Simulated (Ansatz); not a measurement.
## A bimetallic surface: V on Al(110), three quarters in the top layer, both faces: cost of one run

Ansatz 0.2.0; DFT, PBE, plane-wave PAW, default files, scalar-relativistic. The cell holds 24 atoms.

input.yaml reads:

```yaml
crystal:
  lattice:
    - [8.08, 0.0, 0.0]
    - [0.0, 5.713422792, 0.0]
    - [0.0, 0.0, 21.14177849]
  atoms:
    - { symbol: V, position: [0.0, 0.0, 0.668902027], spin: 2.0 }
    - { symbol: V, position: [0.5, 0.0, 0.668902027], spin: 2.0 }
    - { symbol: V, position: [0.0, 0.5, 0.668902027], spin: 2.0 }
[... 15 atom lines left out ...]
    - { symbol: Al, position: [0.0, 0.5, 0.398658784] }
    - { symbol: Al, position: [0.5, 0.5, 0.398658784] }
    - { symbol: V, position: [0.25, 0.25, 0.331097973], spin: 2.0 }
    - { symbol: V, position: [0.75, 0.25, 0.331097973], spin: 2.0 }
    - { symbol: V, position: [0.25, 0.75, 0.331097973], spin: 2.0 }
    - { symbol: Al, position: [0.75, 0.75, 0.331097973] }
magnetization:
  spin_polarized: true
kpoints:
  mp_grid: { grid: [4, 6, 1] }
scf:
  occupations: { method: fermi_dirac, width: 0.05 }
  n_extra_bands: 18
hamiltonian:
  xc: pbe
  pseudopotentials: { kind: paw }
output:
  forces: true
  write_potential: true
  volumetric_format: []
relax:
  f_tol: 0.03
  max_steps: 45
  constraints: [{ sites: [8, 9, 10, 11, 12, 13, 14, 15] }]
```

Command:

```sh
> ansatz run input.yaml --threads 4 --pin off --max-ram 14336MiB --backend cpu --events-out ev --progress --plain --runs-dir out
```

The cutoff in use is 420 eV. For reference, a run of the same kind (6 atoms, 48 k-points, 21 bands and 4,783 plane waves; 22 SCF cycles) took 19 s and 0.59 GiB on the same hardware.

In doubt: warnings of the run leave room for a lower electronic state (in some of the runs), so energies may not be the lowest and differences between runs may mislead.

What time and memory should one allow on 4 threads of Arm Neoverse V1, shared host?

A cutoff of 420 eV is a sphere of radius 10.5 Å⁻¹, so a cell of 976 Å³ holds about V·G³/6π² = 19,074 plane waves. Symmetry cuts the 4×6×1 mesh from 24 to 14 points. The run has 14 k-points, 84 bands, 19,159 plane waves and two spins. Taking the work of a cycle as k-points × spins × bands × plane waves, that is 9.3 times the reference, or 3 min at the reference's 22 cycles. The run needed 37 SCF cycles over 5 ionic steps, which makes it about 5 min. One copy of the wavefunctions takes 0.67 GiB at 16 bytes a coefficient, against 0.072 GiB in the reference; grids, projectors and work arrays come on top. Measured: about 4.4 min, with a peak of 3.2 GiB. The estimate holds within 25 %.

[Logs are printed without paths, hosts, clocks, repeated set-up lines and the standing remarks that a program may print on its own settings, such as how far it seeks lower states.]

[Hosts, paths, dates, database ids (printed as entryN), source tags and the programs' standing remarks are cut or masked in the printed files.]

[Maps of the electrostatic potential energy from Ansatz leave out the sawtooth potential of an applied field or a dipole correction, so their vacuum need not be flat; work functions include it.]
